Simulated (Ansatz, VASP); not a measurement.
**GaP in VASP and in Ansatz**

```
Ga P
1.0
     3.61855    0.00000    0.00000
    -1.80928    3.13376    0.00000
     0.00000    0.00000    6.12029
Ga P
2 2
Direct
  0.00000 0.00000 0.00000
  0.00000 0.00000 0.50000
  0.33333 0.66667 0.25000
  0.66667 0.33333 0.75000
```

Change from the starting cell: species swapped into the CoSb type (P6_3/mmc, No. 194).

Alike in both runs: functional PBE; k mesh 15 × 15 × 8; occupations gaussian, width 0.1 eV; no spin polarisation.

Ansatz relaxed the structure, and its values are those at the end. VASP's run is a single point on that final structure, the one shown.

```csv
,VASP,Ansatz
version,VASP 6.6.1,Ansatz 0.2.0
potentials or method,"VASP PAW PBE potentials, release 64 (Ga_d, P)","scalar-relativistic, plane waves, PAW"
plane-wave cutoff (eV),520,420
valence electrons in the cell,36,36
```

VASP gave:

- gap on the k mesh at the Fermi level (eV): none
- pressure (GPa): 0.1

**Question.** What did Ansatz give for the same quantities?

**Answer.** gap on the k mesh at the Fermi level (eV): none; pressure (GPa): 0.0.

A gap of «none» marks a metal or a gap that the smearing closes.
